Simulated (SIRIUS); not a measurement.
**GaN under changes of volume**

One of the cells (11.310 Å³/atom); the others are scaled copies at fixed shape and fractional positions:

```
Ga N
1.0
     3.18000    0.00000    0.00000
    -1.59000    2.75396    0.00000
     0.00000    0.00000    5.16600
Ga N
2 2
Direct
  0.66667 0.33333 0.50000
  0.33333 0.66667 0.00000
  0.66667 0.33333 0.87500
  0.33333 0.66667 0.37500
```

| Property | Result |
| --- | --- |
| Program | SIRIUS 7.12.0 |
| Functional | PBEsol |
| Potentials or basis | PseudoDojo 0.4.1 PBEsol standard (scalar relativistic) |
| Cutoff | 1152 eV |
| Density cutoff | 4606 eV |
| k mesh | 10 × 10 × 5 |
| Occupations | fermi-dirac, width 0.05 eV |
| Spin | no spin polarisation |

| volume (Å³/atom) | energy over the lowest point (meV/atom) | pressure (GPa) | gap on the mesh (eV) | largest force (eV/Å) |
| --- | --- | --- | --- | --- |
| 10.632 | 32.70 | 14.9 | 2.37 | 0.150 |
| 10.858 | ? | ? | ? | ? |
| 11.084 | 4.58 | 5.3 | 2.09 | 0.138 |
| 11.310 | 0.00 | 1.2 | 1.95 | 0.133 |
| 11.537 | 0.89 | -2.4 | 1.82 | 0.127 |
| 11.763 | 6.69 | -5.7 | 1.68 | 0.122 |
| 11.989 | 16.92 | -8.7 | 1.56 | 0.117 |

Problem. What does the run at 10.858 Å³/atom give?

Solution. Energy over the lowest point 15.25 meV/atom; pressure 9.9 GPa; gap on the mesh 2.22 eV; largest force 0.144 eV/Å.

Worked out: A Birch-Murnaghan fit of order 3 (a polynomial in V^(-2/3)) to the other rows has its minimum at 11.38 Å³/atom with B0 = V·E''(V) = 188 GPa and B' = 4.4 at fixed shape and positions, which overstates the stiffness. It gives 15.25 meV/atom at 10.858 Å³/atom, against the run's 15.25, and -dE/dV = 9.9 GPa, against 9.9. A straight line through the other rows of the gap, of slope -6.77 eV per unit of ln V, gives 2.23 eV, against the run's 2.22.

Energies are extrapolated to zero smearing.

Caveats: an odd mesh through Γ misses points on the zone boundary, where band edges often lie. Spin-orbit coupling on Ga is left out.
